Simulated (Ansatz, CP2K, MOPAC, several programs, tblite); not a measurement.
# What each method gives for MoSe2 (P6_3/mmc)

MoSe2 (started from an entry of an open crystallographic database), relaxed with r2SCAN+rVV10 in Ansatz, was computed with several methods. Space group P6_3/mmc (No. 194), hexagonal; a = 3.305 Å, c = 13.093 Å in the conventional setting, 20.65 Å³ an atom. Around Mo lie 6 Se at 2.53 Å; around Se lie 3 Mo at 2.53 Å. Calculated for a static, non-magnetic cell.

```xyz
6
Lattice="3.3053 0.0000 0.0000 -1.6527 2.8625 0.0000 0.0000 0.0000 13.0934" Properties=species:S:1:pos:R:3 pbc="T T T"
Mo    0.0000    1.9083    3.2733
Mo    1.6527    0.9542    9.8200
Se    0.0000    1.9083    8.1626
Se    1.6527    0.9542    1.6160
Se    0.0000    1.9083   11.4774
Se    1.6527    0.9542    4.9307
```

Gaps and times are for a single point on this cell; volume and bulk modulus come from each method's own relaxation or energy curve at fixed shape, which is too stiff where a cell has free coordinates or axes. Times are rough, from shared hosts (Arm Neoverse V1), and each method has its own mesh and cell size. A double dagger marks a value from a curve with shape and coordinates held. PM6 (MOPAC) and PM7 (MOPAC): levels, charges or heat of formation failed a check of plausibility, so no values are given. PM6 (MOPAC), PM7 (MOPAC), GFN1-xTB (tblite), GFN2-xTB (tblite) treat a cluster of cells at its zone centre, which samples few k points: where these miss a band edge, the gap comes out too large for that reason alone. Gaps from k meshes are read at a limited set of points (mesh, symmetry points, PBE's band edges), so each method's own least gap may be somewhat smaller. xTB and the PM methods were fitted mostly to molecules, and can miss a solid's gap by electronvolts. Minimal bases can be far off for gaps. Curves at held shape can't give the bulk modulus of a layered or molecular crystal, so none is listed. d marks a direct gap, i an indirect one (no mark: not told apart), a dash a value that wasn't computed or didn't pass its checks.

```csv
method,kind,gap (eV),own volume (Å³/atom),bulk modulus (GPa),atoms computed,processor time
GFN1-xTB (tblite),tight binding,1.33,21.97‡,–,54,3.8 s
light PBE (260 eV and a coarse mesh),light plane-wave,0.91 i,–,–,6,3.9 s
GFN2-xTB (tblite),tight binding,1.22,–,–,54,6.6 s
PM6 (MOPAC),semi-empirical,–,–,–,54,14 s
PBE,semilocal,0.89 i,–,–,6,15 s
PBE/SZV (CP2K),small basis,0.70 i,–,–,6,20 s
r2SCAN,semilocal,1.00 i,–,–,6,37 s
PM7 (MOPAC),semi-empirical,–,–,–,54,40 s
PBE/DZVP (CP2K),small basis,0.90 i,21.26‡,–,6,67 s
```

Against r2SCAN (1.00 eV) and with closed or daggered gaps left aside, the nearest gap at the points sampled is that of light PBE (260 eV and a coarse mesh) (-0.09 eV) and the farthest that of GFN1-xTB (tblite) (+0.33 eV). r2SCAN is only a yardstick of convenience: semilocal gaps usually lie below measured ones, which GLLB-SC and hybrids aim to mend.

Runs without a result: GLLB-SC (GPAW) (single point).

The runs are scalar-relativistic, without spin-orbit coupling.
